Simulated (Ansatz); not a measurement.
# WS2: the cost of one run

Method: DFT PBE, scalar-relativistic, plane waves, PAW, unless a step names another level, in Ansatz 0.2.0.

### Step 1. The system as given

The structure is trigonal, space group P-3m1 (No. 164). Conventional cell: a = 3.188 Å, b = 3.188 Å, c = 14.705 Å, α = 90.00°, β = 90.00°, γ = 120.00°. Around W (site symmetry 3m) lie 6 S at 2.42 Å. S (site symmetry 3m) is surrounded by 3 W at 2.42 Å.

Coordinates:

```cif
data_structure
_symmetry_space_group_name_H-M 'P 1'
_symmetry_Int_Tables_number 1
_cell_length_a 3.1878
_cell_length_b 3.1878
_cell_length_c 14.7051
_cell_angle_alpha 90.000
_cell_angle_beta 90.000
_cell_angle_gamma 120.000
_cell_volume 129.42
loop_
_atom_site_label
_atom_site_type_symbol
_atom_site_fract_x
_atom_site_fract_y
_atom_site_fract_z
_atom_site_occupancy
W1 W 0.33333 0.66667 0.24898 1
W2 W 0.66667 0.33333 0.75102 1
S1 S 0.33333 0.66667 0.64418 1
S2 S 0.66667 0.33333 0.14216 1
S3 S 0.33333 0.66667 0.85784 1
S4 S 0.66667 0.33333 0.35582 1
```

The cell was relaxed beforehand at this level, from a distorted copy of a database structure. At a tolerance of 0.02 Å it has space group P-3m1 (No. 164); it has 21.57 Å³/atom, an uncorrected energy of -0.83 eV/atom over the elements and, on its mesh, gap 1.61 eV.

### Step 2. Seeking the band edges over the whole zone

Contents of input.yaml:

```yaml
crystal:
  lattice:
    - [3.1878253564, 0.0, 0.0]
    - [-1.5939126782, 2.7607377414, 0.0]
    - [0.0, 0.0, 14.7051441675]
  atoms:
    - { symbol: W, position: [0.3333333333, 0.6666666667, 0.2489827228] }
    - { symbol: W, position: [0.6666666667, 0.3333333333, 0.7510172772] }
    - { symbol: S, position: [0.3333333333, 0.6666666667, 0.6441849963] }
    - { symbol: S, position: [0.6666666667, 0.3333333333, 0.1421632863] }
    - { symbol: S, position: [0.3333333333, 0.6666666667, 0.8578367137] }
    - { symbol: S, position: [0.6666666667, 0.3333333333, 0.3558150037] }
basis:
  ecutwfc: 420
kpoints:
  mp_grid: { grid: [12, 12, 2] }
  band_path: { path: [VBM, CBM], npoints: 2 }
hamiltonian:
  xc: pbe
scf:
  occupations: { method: gaussian, width: 0.02 }
output:
  forces: false
  stress: false
  eigenvalues: true
checkpoint:
  read: start.run
  write: ck
  compress: false
  write_wavefunctions: false
  write_every: 100000
```

Launch:

```bash
ansatz run input.yaml --threads 1 --pin off --max-ram 2560MiB --backend cpu --events-out ev --progress --plain --runs-dir out
```

What time and memory should one allow on 1 thread of Intel Xeon at 2.50GHz (Skylake/Cascade Lake), shared host?

About 37 s, with a peak of 0.43 GiB.
